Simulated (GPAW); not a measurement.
Write an ASE script for GPAW 26.7.0 that does the following.

```yaml
Task: equation of state
Functional: RPBE
Potentials_or_basis: the program's PAW data sets (release 1.2.1) made for this functional
Cutoff: 600 eV
Basis: pw
k_mesh: 8 × 8 × 8
Occupations: fermi-dirac, width 0.05 eV
Spin: no spin polarisation
Maxiter: 150
Eos_scales: "[0.94, 0.96, 0.98, 1.0, 1.02, 1.04, 1.06]"
```

The structure of Ge lies in Ge.cif:

```cif
data_Ge
_cell_length_a 5.65782000
_cell_length_b 5.65782000
_cell_length_c 5.65782000
_cell_angle_alpha 90.00000000
_cell_angle_beta 90.00000000
_cell_angle_gamma 90.00000000
_space_group_name_H-M_alt 'Fd-3m'
_space_group_name_Hall 'F 4d 2 3 -1d'
_space_group_IT_number 227
loop_
_space_group_symop_operation_xyz
'x,y,z'
'-y+1/4,x+1/4,z+1/4'
'-x,-y+1/2,z+1/2'
'y+3/4,-x+1/4,z+3/4'
'x,-y,-z'
'-y+1/4,-x+3/4,-z+3/4'
'-x,y+1/2,-z+1/2'
'y+3/4,x+3/4,-z+1/4'
'z,x,y'
'z+1/4,-y+1/4,x+1/4'
'z+1/2,-x,-y+1/2'
'z+3/4,y+3/4,-x+1/4'
'-z,x,-y'
'-z+3/4,-y+1/4,-x+3/4'
'-z+1/2,-x,y+1/2'
'-z+1/4,y+3/4,x+3/4'
'y,z,x'
'x+1/4,z+1/4,-y+1/4'
'-y+1/2,z+1/2,-x'
'-x+1/4,z+3/4,y+3/4'
'-y,-z,x'
'-x+3/4,-z+3/4,-y+1/4'
'y+1/2,-z+1/2,-x'
'x+3/4,-z+1/4,y+3/4'
'-x+1/4,-y+1/4,-z+1/4'
'y,-x,-z'
'x+1/4,y+3/4,-z+3/4'
'-y+1/2,x,-z+1/2'
'-x+1/4,y+1/4,z+1/4'
'y,x+1/2,z+1/2'
'x+1/4,-y+3/4,z+3/4'
'-y+1/2,-x+1/2,z'
'-z+1/4,-x+1/4,-y+1/4'
'-z,y,-x'
'-z+3/4,x+1/4,y+3/4'
'-z+1/2,-y+1/2,x'
'z+1/4,-x+1/4,y+1/4'
'z+1/2,y,x+1/2'
'z+3/4,x+1/4,-y+3/4'
'z,-y+1/2,-x+1/2'
'-y+1/4,-z+1/4,-x+1/4'
'-x,-z,y'
'y+3/4,-z+3/4,x+1/4'
'x,-z+1/2,-y+1/2'
'y+1/4,z+1/4,-x+1/4'
'x+1/2,z+1/2,y'
'-y+3/4,z+3/4,x+1/4'
'-x+1/2,z,-y+1/2'
'x,y+1/2,z+1/2'
'-y+1/4,x+3/4,z+3/4'
'-x,-y,z'
'y+3/4,-x+3/4,z+1/4'
'x,-y+1/2,-z+1/2'
'-y+1/4,-x+1/4,-z+1/4'
'-x,y,-z'
'y+3/4,x+1/4,-z+3/4'
'z,x+1/2,y+1/2'
'z+1/4,-y+3/4,x+3/4'
'z+1/2,-x+1/2,-y'
'z+3/4,y+1/4,-x+3/4'
'-z,x+1/2,-y+1/2'
'-z+3/4,-y+3/4,-x+1/4'
'-z+1/2,-x+1/2,y'
'-z+1/4,y+1/4,x+1/4'
'y,z+1/2,x+1/2'
'x+1/4,z+3/4,-y+3/4'
'-y+1/2,z,-x+1/2'
'-x+1/4,z+1/4,y+1/4'
'-y,-z+1/2,x+1/2'
'-x+3/4,-z+1/4,-y+3/4'
'y+1/2,-z,-x+1/2'
'x+3/4,-z+3/4,y+1/4'
'-x+1/4,-y+3/4,-z+3/4'
'y,-x+1/2,-z+1/2'
'x+1/4,y+1/4,-z+1/4'
'-y+1/2,x+1/2,-z'
'-x+1/4,y+3/4,z+3/4'
'y,x,z'
'x+1/4,-y+1/4,z+1/4'
'-y+1/2,-x,z+1/2'
'-z+1/4,-x+3/4,-y+3/4'
'-z,y+1/2,-x+1/2'
'-z+3/4,x+3/4,y+1/4'
'-z+1/2,-y,x+1/2'
'z+1/4,-x+3/4,y+3/4'
'z+1/2,y+1/2,x'
'z+3/4,x+3/4,-y+1/4'
'z,-y,-x'
'-y+1/4,-z+3/4,-x+3/4'
'-x,-z+1/2,y+1/2'
'y+3/4,-z+1/4,x+3/4'
'x,-z,-y'
'y+1/4,z+3/4,-x+3/4'
'x+1/2,z,y+1/2'
'-y+3/4,z+1/4,x+3/4'
'-x+1/2,z+1/2,-y'
'x+1/2,y,z+1/2'
'-y+3/4,x+1/4,z+3/4'
'-x+1/2,-y+1/2,z'
'y+1/4,-x+1/4,z+1/4'
'x+1/2,-y,-z+1/2'
'-y+3/4,-x+3/4,-z+1/4'
'-x+1/2,y+1/2,-z'
'y+1/4,x+3/4,-z+3/4'
'z+1/2,x,y+1/2'
'z+3/4,-y+1/4,x+3/4'
'z,-x,-y'
'z+1/4,y+3/4,-x+3/4'
'-z+1/2,x,-y+1/2'
'-z+1/4,-y+1/4,-x+1/4'
'-z,-x,y'
'-z+3/4,y+3/4,x+1/4'
'y+1/2,z,x+1/2'
'x+3/4,z+1/4,-y+3/4'
'-y,z+1/2,-x+1/2'
'-x+3/4,z+3/4,y+1/4'
'-y+1/2,-z,x+1/2'
'-x+1/4,-z+3/4,-y+3/4'
'y,-z+1/2,-x+1/2'
'x+1/4,-z+1/4,y+1/4'
'-x+3/4,-y+1/4,-z+3/4'
'y+1/2,-x,-z+1/2'
'x+3/4,y+3/4,-z+1/4'
'-y,x,-z'
'-x+3/4,y+1/4,z+3/4'
'y+1/2,x+1/2,z'
'x+3/4,-y+3/4,z+1/4'
'-y,-x+1/2,z+1/2'
'-z+3/4,-x+1/4,-y+3/4'
'-z+1/2,y,-x+1/2'
'-z+1/4,x+1/4,y+1/4'
'-z,-y+1/2,x+1/2'
'z+3/4,-x+1/4,y+3/4'
'z,y,x'
'z+1/4,x+1/4,-y+1/4'
'z+1/2,-y+1/2,-x'
'-y+3/4,-z+1/4,-x+3/4'
'-x+1/2,-z,y+1/2'
'y+1/4,-z+3/4,x+3/4'
'x+1/2,-z+1/2,-y'
'y+3/4,z+1/4,-x+3/4'
'x,z+1/2,y+1/2'
'-y+1/4,z+3/4,x+3/4'
'-x,z,-y'
'x+1/2,y+1/2,z'
'-y+3/4,x+3/4,z+1/4'
'-x+1/2,-y,z+1/2'
'y+1/4,-x+3/4,z+3/4'
'x+1/2,-y+1/2,-z'
'-y+3/4,-x+1/4,-z+3/4'
'-x+1/2,y,-z+1/2'
'y+1/4,x+1/4,-z+1/4'
'z+1/2,x+1/2,y'
'z+3/4,-y+3/4,x+1/4'
'z,-x+1/2,-y+1/2'
'z+1/4,y+1/4,-x+1/4'
'-z+1/2,x+1/2,-y'
'-z+1/4,-y+3/4,-x+3/4'
'-z,-x+1/2,y+1/2'
'-z+3/4,y+1/4,x+3/4'
'y+1/2,z+1/2,x'
'x+3/4,z+3/4,-y+1/4'
'-y,z,-x'
'-x+3/4,z+1/4,y+3/4'
'-y+1/2,-z+1/2,x'
'-x+1/4,-z+1/4,-y+1/4'
'y,-z,-x'
'x+1/4,-z+3/4,y+3/4'
'-x+3/4,-y+3/4,-z+1/4'
'y+1/2,-x+1/2,-z'
'x+3/4,y+1/4,-z+3/4'
'-y,x+1/2,-z+1/2'
'-x+3/4,y+3/4,z+1/4'
'y+1/2,x,z+1/2'
'x+3/4,-y+1/4,z+3/4'
'-y,-x,z'
'-z+3/4,-x+3/4,-y+1/4'
'-z+1/2,y+1/2,-x'
'-z+1/4,x+3/4,y+3/4'
'-z,-y,x'
'z+3/4,-x+3/4,y+1/4'
'z,y+1/2,x+1/2'
'z+1/4,x+3/4,-y+3/4'
'z+1/2,-y,-x+1/2'
'-y+3/4,-z+3/4,-x+1/4'
'-x+1/2,-z+1/2,y'
'y+1/4,-z+1/4,x+1/4'
'x+1/2,-z,-y+1/2'
'y+3/4,z+3/4,-x+1/4'
'x,z,y'
'-y+1/4,z+1/4,x+1/4'
'-x,z+1/2,-y+1/2'
loop_
_atom_site_label
_atom_site_type_symbol
_atom_site_symmetry_multiplicity
_atom_site_Wyckoff_symbol
_atom_site_fract_x
_atom_site_fract_y
_atom_site_fract_z
_atom_site_occupancy
Ge1 Ge 8 a 0.2500000000 0.2500000000 0.2500000000 1
```

These files were run (other wordings do the same):

run.py

```python
import spglib
from ase import Atoms
from ase.eos import EquationOfState
from ase.io import Trajectory, read
from ase.units import GPa
from gpaw import GPAW, PW

atoms = read('Ge.cif')
cell, positions, numbers = spglib.find_primitive(
    (atoms.cell[:], atoms.get_scaled_positions(), atoms.numbers), symprec=1e-4)
atoms = Atoms(numbers, cell=cell, scaled_positions=positions, pbc=True)

traj = Trajectory('eos.traj', 'w')
volumes, energies = [], []
for x in [0.94, 0.96, 0.98, 1.0, 1.02, 1.04, 1.06]:
    a = atoms.copy()
    a.set_cell(atoms.cell * x**(1 / 3), scale_atoms=True)
    calc = GPAW(mode=PW(600),
                xc='RPBE',
                kpts={'size': (8, 8, 8), 'gamma': True},
                occupations={'name': 'fermi-dirac', 'width': 0.05},
                nbands=11,
                convergence={'density': 1e-05, 'energy': 1e-05},
                maxiter=150,
                txt=f'eos-{x:.2f}.txt')
    a.calc = calc
    energies.append(a.get_potential_energy(force_consistent=True))
    volumes.append(a.get_volume())
    p = -a.get_stress()[:3].mean() / GPa
    calc.write(f'eos-{x:.2f}.gpw')
    traj.write(a)
    print(f'{x:.2f} {volumes[-1]:10.4f} A^3 {energies[-1]:14.6f} eV {p:9.3f} GPa', flush=True)

v0, e0, B = EquationOfState(volumes, energies, eos='birchmurnaghan').fit()
print(f'V0 = {v0:.4f} A^3, E0 = {e0:.6f} eV, B0 = {B / GPa:.2f} GPa')
```

Potentials or basis: the program's PAW data sets (release 1.2.1) made for this functional, pw.

Launch:

```console
$ OMP_NUM_THREADS=1 python run.py
```

It gave:

```yaml
Equilibrium_volume: "24.72 Å³/atom (rough: see the caveat)"
Bulk_modulus: 52 GPa (rough)
```

Caveat: the minimum lies outside the volumes run.

Run time: 33 s on 1 thread of Intel(R) Xeon(R) 6975P-C (Granite Rapids), with other jobs on the host, peak memory 0.24 GiB.
